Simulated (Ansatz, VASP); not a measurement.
Given: the input of a run of VASP 6.6.1 on Sn.

INCAR

```
ALGO = Fast
EDIFF = 1E-6
ENCUT = 520
GGA = PE
ISIF = 2
ISMEAR = 0
LASPH = True
LCHARG = False
LREAL = False
LWAVE = False
NBANDS = 21
NELM = 80
PREC = Accurate
SIGMA = 0.022
```

The input KPOINTS:

```
k-points
0
Gamma
  7 7 7
```

POSCAR

```
Sn
1.0
    0.0000000000      3.2333428000      3.2333428000
    3.2333428000      0.0000000000      3.2333428000
    3.2333428000      3.2333428000      0.0000000000
Sn
2
Direct
    0.7500000000      0.7500000000      0.7500000000
    0.5000000000      0.5000000000      0.5000000000
```

Potentials or basis: VASP PAW PBE potentials, release 64 (Sn_d).

Run with:

```sh
$ cat potpaw_PBE.64/Sn_d/POTCAR > POTCAR
$ mpirun -np 1 vasp_std > vasp.out
```

**Question.** Translate it to Ansatz 0.2.0. Potentials there: Ansatz PAW.

**Answer.** As run (the cutoff follows the program's own potentials):

File input.yaml:

```yaml
crystal:
  lattice:
    - [0.0, 3.2333428, 3.2333428]
    - [3.2333428, 0.0, 3.2333428]
    - [3.2333428, 3.2333428, 0.0]
  atoms:
    - { symbol: Sn, position: [0.75, 0.75, 0.75] }
    - { symbol: Sn, position: [0.5, 0.5, 0.5] }
hamiltonian:
  xc: pbe
  pseudopotentials: { kind: paw }
kpoints:
  mp_grid: { grid: [7, 7, 7] }
scf:
  occupations: { method: gaussian, width: 0.022 }
output:
  forces: true
  stress: true
  eigenvalues: true
```

Potentials or basis: Ansatz PAW.

Run with:

```sh
$ ansatz run input.yaml --threads 2 --pin off --max-ram 5632MiB --backend cpu --events-out ev --progress --plain --runs-dir out
```

Both were run:

|  | VASP | Ansatz | Ansatz less VASP |
| --- | --- | --- | --- |
| gap on the k mesh at the Fermi level (eV) | none | none | - |
| pressure (GPa) | 3.8 | 3.8 | +0.06 |

A gap of «none» marks a metal or a gap that the smearing closes. The functional is the same, so the differences come from potentials, cutoffs and numerics.
